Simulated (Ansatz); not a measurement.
**PbSe in Ansatz: the effect of functional**

The system is PbSe.

```
Pb Se
1.0
     3.75892    0.00000    0.00000
     0.00000    3.75892    0.00000
     0.00000    0.00000    3.75892
Pb Se
1 1
Direct
  0.00000 0.00000 0.00000
  0.50000 0.50000 0.50000
```

Measurements of this composition are mostly on another form, of space group No. 225.

The cell isn't the ideal one: volume scaled by 0.98.

Alike in all runs:

| Quantity | Value |
| --- | --- |
| Program | Ansatz 0.2.0 |
| Task | single point |
| Potentials or basis | Ansatz PAW |
| k mesh | 7 × 7 × 7 |
| Occupations | fermi-dirac, width 0.05 eV |
| Spin | no spin polarisation |

| functional | cutoff | pressure (GPa) |
| --- | --- | --- |
| LDA | 420 eV (not typed: the program's choice for these potentials) | -4.0 |
| PBEsol | 420 eV (not typed: the program's choice for these potentials) | ? |
| r2SCAN | 500 eV (not typed: the program's choice for these potentials) | 0.3 |

Problem. What does the run with functional PBEsol give?

Solution. Pressure -2.4 GPa.

Caveats: the PAW data sets come from PBE, with cores solved anew for the run's functional, which leaves a small shift of forces and pressure.
